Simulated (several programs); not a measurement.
# Many methods on one cell: ZnS (R3m)

ZnS (R3m) from a database of computed structures, relaxed with r2SCAN in Ansatz, was computed with several methods. The symmetry is R3m (No. 160, trigonal); conventional cell a = 3.807 Å, c = 28.065 Å, 19.57 Å³ an atom. Zn is surrounded by 4 S at 2.33–2.34 Å; Zn is surrounded by 4 S at 2.33 Å; S is surrounded by 4 Zn at 2.33–2.34 Å; S is surrounded by 4 Zn at 2.33 Å. The values are computed, spin-unpolarised, and not measurements.

```cif
data_structure
_symmetry_space_group_name_H-M 'R3m:H'
_symmetry_Int_Tables_number 160
_cell_length_a 3.8069
_cell_length_b 3.8069
_cell_length_c 28.0646
_cell_angle_alpha 90.000
_cell_angle_beta 90.000
_cell_angle_gamma 120.000
_cell_volume 352.24
loop_
_atom_site_label
_atom_site_type_symbol
_atom_site_symmetry_multiplicity
_atom_site_Wyckoff_symbol
_atom_site_fract_x
_atom_site_fract_y
_atom_site_fract_z
_atom_site_occupancy
Zn1 Zn 3 a 0.00000 0.00000 0.00002 1
Zn2 Zn 3 a 0.66667 0.33333 0.11106 1
Zn3 Zn 3 a 0.33333 0.66667 0.22211 1
S1 S 3 a 0.66667 0.33333 0.25006 1
S2 S 3 a 0.33333 0.66667 0.13883 1
S3 S 3 a 0.66667 0.33333 0.02793 1
```

Gaps and times are for a single point on this cell; volume and bulk modulus come from each method's own relaxation or energy curve at fixed shape, which is too stiff where a cell has free coordinates or axes. Times are rough, from shared hosts (Arm Neoverse V1; Arm Neoverse V2), and each method has its own mesh and cell size. A double dagger marks a value from a curve with shape and coordinates held. Gaps from k meshes are read at a limited set of points (mesh, symmetry points, PBE's band edges), so each method's own least gap may be somewhat smaller. Force fields have no electrons; where one was fitted to this phase, its volume and modulus reflect the fit. Minimal bases can be far off for gaps. Times of the plane-wave rungs are withheld (a dash), since they come from other jobs, hosts and meshes; the meshes of hybrids and Hartree-Fock don't converge their gaps to the digits shown. d marks a direct gap, i an indirect one (no mark: not told apart), a dash a value that wasn't computed or didn't pass its checks.

```csv
method,kind,gap (eV),own volume (Å³/atom),bulk modulus (GPa),atoms computed,processor time
PBEsol,semilocal,–,19.22,–,6,–
CdTeZnSeHgS0.sw (LAMMPS),force field,–,19.75,–,6,0.12 s
non-self-consistent DFTB (CP2K),tight binding,2.63 i,–,–,6,2.8 s
"light PBE (260 eV, its own mesh)",light plane-wave,2.26 d,–,–,6,3.4 s
PBE,semilocal,2.19 d,20.18,69‡,6,–
LDA,semilocal,1.94 d,18.59,–,6,–
r2SCAN,semilocal,2.76 d,19.57,78‡,6,–
PBE/SZV (CP2K),small basis,2.18 d,19.66‡,92‡,6,67 s
PBE/DZVP (CP2K),small basis,2.17 d,20.39‡,64‡,6,110 s
LC-ωPBE,hybrid,8.39 d,–,–,6,–
HSE06,hybrid,3.43 d,–,–,6,–
PBE0,hybrid,4.11 d,–,–,6,–
DDH-PBE0,hybrid,3.48 d,–,–,6,–
```

Against HSE06 (3.43 eV) the nearest gap at the points sampled is that of DDH-PBE0 (+0.05 eV) and the farthest that of LC-ωPBE (+4.96 eV). HSE06 is only a yardstick of convenience, and nearness to it can be luck.

Volumes against r2SCAN's: PBEsol -1.8 %, CdTeZnSeHgS0.sw (LAMMPS) +0.9 %, PBE +3.1 %, LDA -5.0 %.

Runs without a result: GLLB-SC (GPAW) (single point, out of time).
